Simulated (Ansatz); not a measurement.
Crystal: Ru, fcc type, 1 atom in the cell.

Level of theory: Ansatz 0.2.0 development build, PBE, plane waves, PAW datasets (generated hard set).

Cutoff 700 eV; k-mesh 25×25×25 Γ-centred; Fermi–Dirac smearing of 0.0612 eV; no spin polarisation.

**Question.** What equilibrium volume, lattice constant and bulk modulus does this give?

**Answer.** V₀ = 13.833 Å³/atom (a₀ = 3.811 Å), B₀ = 306 GPa, B₀′ = 4.86. The points behind the fit:

| V (Å³/atom) | a (Å) | E − E(min) (meV/atom) | P (GPa) |
| --- | --- | --- | --- |
| 13.011 | 3.7335 | 52.61 | 21.76 |
| 13.287 | 3.7598 | 22.21 | 13.58 |
| 13.564 | 3.7857 | 5.17 | 6.30 |
| 13.841 | 3.8113 | 0.00 | -0.19 |
| 14.118 | 3.8366 | 5.40 | -5.95 |
| 14.395 | 3.8615 | 20.19 | -11.07 |
| 14.671 | 3.8861 | 43.32 | -15.62 |

The published all-electron PBE values for this crystal (mean of FLEUR and WIEN2k, k-spacing 0.06 Å⁻¹; Bosoni et al., Nat. Rev. Phys. 6, 45 (2024)) are V₀ = 13.837 Å³/atom, B₀ = 306.0 GPa, B₀′ = 4.86. This run's mesh is coarser (spacing 0.11 Å⁻¹), so part of any difference comes from k-sampling.

The stress includes the program's correction for the finite plane-wave basis.

This cubic structure is a model: it isn't the usual form of the substance at ambient conditions, and such phases are metastable or hypothetical.
